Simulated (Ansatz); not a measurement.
Crystal: BP.

```xyz
2
Lattice="0.0000 2.2690 2.2690 2.2690 0.0000 2.2690 2.2690 2.2690 0.0000" Properties=species:S:1:pos:R:3 pbc="T T T"
P     3.4035    3.4035    3.4035
B     0.0000    0.0000    0.0000
```

Base run:

```yaml
Program: Ansatz 0.2.0
Functional: PBE
Potentials_or_basis: all-electron LAPW, scalar-relativistic
Cutoff: 253 eV (chosen from the basis error)
Basis_error_allowed: 0.002 eV/atom
k_mesh: 6 × 6 × 6
Occupations: fermi-dirac, width 0.04 eV
Spin: no spin polarisation
```

Its results: band gap on the k mesh 1.34 eV, indirect (least direct gap 3.40 eV); pressure 1.2 GPa.

Problem. The run is repeated on the same cell with these changes: k mesh from 6 × 6 × 6 to 4 × 4 × 4. What comes out?

Solution. Band gap on the k mesh 1.32 eV, indirect (least direct gap 3.39 eV); pressure 2.2 GPa.

Caveats: some runs use coarse meshes.

A k mesh can miss the band edges.
